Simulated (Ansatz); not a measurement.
CsCl (CsCl type, Pm-3m) at seven volumes, PBEsol (plane waves, PAW; program Ansatz), scaled uniformly. One row is withheld.

```
V (Å³/atom)  P (GPa)
-----------  -------
30.644             ?
31.654          1.34
32.664          0.60
33.675         -0.01
34.685         -0.51
35.695         -0.93
36.705         -1.27
```

Question: Fit the shown pressures and predict the withheld one.

Answer: Third-order Birch–Murnaghan: P = (3/2)B₀(x^(7/2) − x^(5/2))[1 + (3/4)(B′ − 4)(x − 1)] with x = (V₀/V)^(2/3). Least squares on the six rows gives V₀ = 33.658 Å³/atom, B₀ = 18.50 GPa, B′ = 5.37. At V = 30.644, x = 1.0645 and P = 2.23 GPa. The run itself gave 2.23 GPa.

The cell was relaxed with PBEsol under the symmetry of its start. Spin–orbit coupling is left out wherever it is not named.

Potentials: the earlier of the program's two PAW sets. The files were generated under PBE; for other functionals the program regenerates the frozen cores, and for LDA and PBEsol the local potential too.
